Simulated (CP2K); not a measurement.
PbSe (Clausthalite):

```
Pb Se
1.0
     4.32841    0.00000    0.00000
     2.16421    3.74852    0.00000
     2.16421    1.24951    3.53413
Pb Se
1 1
Direct
  0.00000 0.00000 0.00000
  0.50000 0.50000 0.50000
```

Base run:

- Program: CP2K 2026.2
- Functional: PBE
- Potentials or basis: GTH_POTENTIALS Pb GTH-PADE-q4, Se GTH-PADE-q6; DZVP-MOLOPT-SR-GTH basis
- Density cutoff: 6123 eV
- k mesh: 8 × 8 × 8
- Occupations: fermi-dirac, width 0.05 eV
- Spin: no spin polarisation

Its results: band gap on the k mesh 0.30 eV, direct; pressure -1.6 GPa.

Question: The run is repeated on the same cell with these changes: potentials or basis from GTH_POTENTIALS Pb GTH-PADE-q4, Se GTH-PADE-q6; DZVP-MOLOPT-SR-GTH basis to GTH_POTENTIALS Pb GTH-BLYP-q4, Se GTH-BLYP-q6; DZVP-MOLOPT-SR-GTH basis; potentials from Pb GTH-PADE-q4 of GTH_POTENTIALS, Se GTH-PADE-q6 of GTH_POTENTIALS to Pb GTH-BLYP-q4 of GTH_POTENTIALS, Se GTH-BLYP-q6 of GTH_POTENTIALS. What comes out?

Answer: Band gap on the k mesh 0.23 eV, direct; pressure 1.0 GPa.

Caveats: the potentials were made for another functional, which shifts forces and pressure; spin-orbit coupling is left out, which as a rule narrows the gap of such compounds by several tenths of an eV; the basis of atomic orbitals isn't converged, which shifts pressures, moduli and gaps.

A k mesh can miss the band edges.
